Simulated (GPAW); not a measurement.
Runs of GPAW 26.7.0 on BAs. Symmetry: F-43m, No. 216, cubic system. Conventional cell: a = 4.777 Å, b = 4.777 Å, c = 4.777 Å, α = 90.00°, β = 90.00°, γ = 90.00°. Around As (site symmetry -43m) lie 4 B at 2.07 Å. B (site symmetry -43m) has 4 As at 2.07 Å as nearest neighbours. 

| task | level | potentials or basis | spin | k mesh | cutoff (eV) | maxiter | convergence | band path | band points | spin axis theta (degrees) | grid spacing | other keys | mesh quality | gap on the mesh (eV) | pressure (GPa) | V0 of scaled cells (Å³/atom) | B0 (GPa) |
| --- | --- | --- | --- | --- | --- | --- | --- | --- | --- | --- | --- | --- | --- | --- | --- | --- | --- |
| equation of state | SOGGA | PAW data sets generated in the run's folder for this functional, pw | off | 8 × 8 × 8 | 800 | 150 | - | - | - | - | - | - | not flagged | - | - | 13.59 | (d) |
| single point | PBE | GPAW PAW data sets (gpaw-data 1.2.1), pw | off | 8 × 8 × 8 | 600 | 120 | default | - | - | - | - | - | not flagged | (a) | 3.3 | - | - |
| band structure | PBEint | PAW data sets generated in the run's folder for this functional, pw | SOC, no magnetisation | 8 × 8 × 8 | 800 | 150 | - | GXWKGLUWLK,UX | 80 | 0 | - | - | not flagged | 1.03 | 0.9 | - | - |
| equation of state | LDA | PAW data sets generated in the run's folder for this functional, pw | off | 8 × 8 × 8 | 800 | 150 | - | - | - | - | - | - | not flagged | - | - | 13.31 | (c) |
| band structure | revPBE | the program's PAW data sets (release 1.2.1) made for this functional, pw | SOC, no magnetisation | 8 × 8 × 8 | 800 | 150 | - | GXWKGLUWLK,UX | 60 | 54.7 | - | - | not flagged | 1.15 | 5.3 | - | - |
| equation of state | PBE | GPAW PAW data sets (gpaw-data 1.2.1), lcao:dzp | off | 8 × 8 × 8 | - | 150 | - | - | - | - | 0.18 Å | - | not flagged | - | - | 14.02 | 130 |
| single point | PBE | GPAW PAW data sets (gpaw-data 1.2.1), pw | off | 5 × 5 × 5 | 800 | 75 | - | - | - | - | - | several, not listed | coarse | 1.18 | 3.4 | - | - |
| single point | B3LYP | GPAW PAW data sets (gpaw-data 1.2.1), pw | off | 5 × 5 × 5 | 600 | 60 | - | - | - | - | - | - | coarse | (b) | - | - | - |

Alike in all rows: cell as given; smearing fermi-dirac 0.05 eV.

Estimate the missing entries.

(a) 1.20; (b) 2.51; (c) 148; (d) 142.

Caveats: some runs use coarse meshes; spin-orbit coupling was added after a scalar SCF, so levels and gaps hold it while energy, forces, pressure and moments don't (some runs); this program's spin-orbit splittings come out too wide for heavy elements (some runs); an odd mesh through Γ misses points on the zone boundary, where band edges often lie (some runs); the cutoff is short for stress and forces, so pressures can be off by a GPa or more (some runs); the basis of atomic orbitals isn't converged, which shifts pressures, moduli and gaps (some runs); the PAW data sets were made with another functional, which shifts forces and pressure a little (some runs).

A k mesh can miss the band edges, and rows without SOC leave out spin-orbit coupling on As.
